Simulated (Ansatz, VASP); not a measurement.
# Cd: VASP beside Ansatz

INCAR

```
SYSTEM = Cd
PREC = Accurate
ENCUT = 520
EDIFF = 1E-7
ISMEAR = -1
SIGMA = 0.1
LREAL = .FALSE.
LASPH = .TRUE.
NELM = 80
ALGO = Fast
ISIF = 2
LWAVE = .FALSE.
LCHARG = .FALSE.
GGA = B5
ALDAX = 1.0
AGGAX = 1.0
AGGAC = 1.0
ALDAC = 0.0
NBANDS = 12
```

Contents of KPOINTS:

```
regular mesh
0
G
  11 11 11
  0 0 0
```

Contents of POSCAR:

```
Cd
1.0
    3.0473412603      0.0000000000      0.0000000000
    0.0000000000      3.0473412603      0.0000000000
    0.0000000000      0.0000000000      3.0473412603
Cd
1
Direct
    0.0000000000      0.0000000000      0.0000000000
```

Input for Ansatz:

```yaml
crystal:
  lattice:
    - [3.0473412603, 0.0, 0.0]
    - [0.0, 3.0473412603, 0.0]
    - [0.0, 0.0, 3.0473412603]
  atoms:
    - { symbol: Cd, position: [0.0, 0.0, 0.0] }
hamiltonian:
  xc: blyp
  pseudopotentials:
    kind: paw
    azcp:
      Cd: "pseudopotentials/Cd.paw.azcp"
basis:
  ecutwfc: 420
  fft_grid_basis: typed
kpoints:
  mp_grid: { grid: [11, 11, 11], shift: [0, 0, 0] }
magnetization:
  spin_polarized: false
scf:
  occupations: { method: fermi_dirac, width: 0.1 }
  lower_state_search: "off"
output:
  stress: true
```

Alike in both runs: task single point; functional BLYP; k mesh 11 × 11 × 11; occupations fermi-dirac, width 0.1 eV; no spin polarisation.

|  | VASP | Ansatz |
| --- | --- | --- |
| version | VASP 6.6.1 | Ansatz 0.2.0 |
| potentials or method | VASP PAW PBE potentials, release 64 (Cd) | plane waves (420 eV) with PAW, scalar-relativistic |
| plane-wave cutoff (eV) | 520 | 420 |
| valence electrons in the cell | 12 | 20 |

|  | VASP | Ansatz | Ansatz less VASP |
| --- | --- | --- | --- |
| pressure (GPa) | 1.9 | 1.7 | -0.20 |

The two sets of potentials don't hold the same shells in valence.

Caveats: the PAW data sets were made with another functional, which shifts forces and pressure a little (VASP).
